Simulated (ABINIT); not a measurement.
# Ag: band structure with LDA-VWN

Crystal: Ag.

```
CELL_PARAMETERS angstrom
0.00000 2.04275 2.04275
2.04275 0.00000 2.04275
2.04275 2.04275 0.00000
ATOMIC_POSITIONS crystal
Ag 0.00000 0.00000 0.00000
```

```yaml
Program: ABINIT 10.8.3 (patched build)
Task: band structure
Functional: LDA-VWN
Potentials_or_basis: PseudoDojo NC SR LDA v0.4.1 standard
Cutoff: 1170 eV
k_mesh: 11 × 11 × 11
Occupations: fermi-dirac, width 0.05 eV
Spin: no spin polarisation
```

- Pressure: -7.7 GPa
- Band gap on the k mesh: none (metal or under the smearing width)
- Valence electrons inside the program's atomic spheres: Ag 16.30 (radii [1.0584] Å)

Levels at the corners of the path, in eV from the Fermi level:
| point | band 6 | band 7 | band 8 | band 9 | band 10 | band 11 | band 12 | band 13 |
| --- | --- | --- | --- | --- | --- | --- | --- | --- |
| Γ | -4.97 | -4.97 | -4.97 | -3.91 | -3.91 | 16.00 | 19.45 | 19.45 |
| X | -6.48 | -3.13 | -2.89 | -2.89 | 1.32 | 6.46 | 10.38 | 10.38 |
| W | -5.25 | -5.25 | -3.90 | -2.89 | 5.70 | 5.70 | 6.64 | 8.02 |
| K | -5.76 | -4.25 | -3.68 | -3.18 | 4.04 | 4.97 | 6.89 | 12.49 |
| Γ | -4.97 | -4.97 | -4.97 | -3.91 | -3.91 | 16.00 | 19.45 | 19.45 |
| L | -4.99 | -4.99 | -3.10 | -3.10 | -0.66 | 3.33 | 15.22 | 17.60 |
| U | -5.76 | -4.25 | -3.68 | -3.18 | 4.04 | 4.97 | 6.89 | 12.49 |
| W | -5.25 | -5.25 | -3.90 | -2.89 | 5.70 | 5.70 | 6.64 | 8.02 |
| L | -4.99 | -4.99 | -3.10 | -3.10 | -0.66 | 3.33 | 15.22 | 17.60 |
| K | -5.76 | -4.25 | -3.68 | -3.18 | 4.04 | 4.97 | 6.89 | 12.49 |

It took 87 s on 1 thread of Arm Neoverse V1, on a shared host, peak memory 0.12 GiB.
